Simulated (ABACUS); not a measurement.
The system is Pd.

```
Pd
1.0
     0.00000    1.94650    1.94650
     1.94650    0.00000    1.94650
     1.94650    1.94650    0.00000
Pd
1
Direct
  0.00000 0.00000 0.00000
```

Base run:

```yaml
Program: ABACUS 3.10.1
Functional: M06-L
Potentials_or_basis: SG15 ONCV 1.2 PBE
Cutoff: 1293 eV
Density_cutoff: 5170 eV
Basis: plane waves
k_mesh: 8 × 8 × 8
Occupations: fermi-dirac, width 0.05 eV
Spin: no spin polarisation
```

Its results: band gap on the k mesh none (metal or under the smearing width); pressure 5.4 GPa.

The run is repeated on the same cell with these changes: functional from M06-L to TPSS. What comes out?

Band gap on the k mesh none (metal or under the smearing width); pressure 1.4 GPa.

Caveats: the potentials were made for another functional, which shifts forces and pressure.

Not every run made on this cell is shown here.
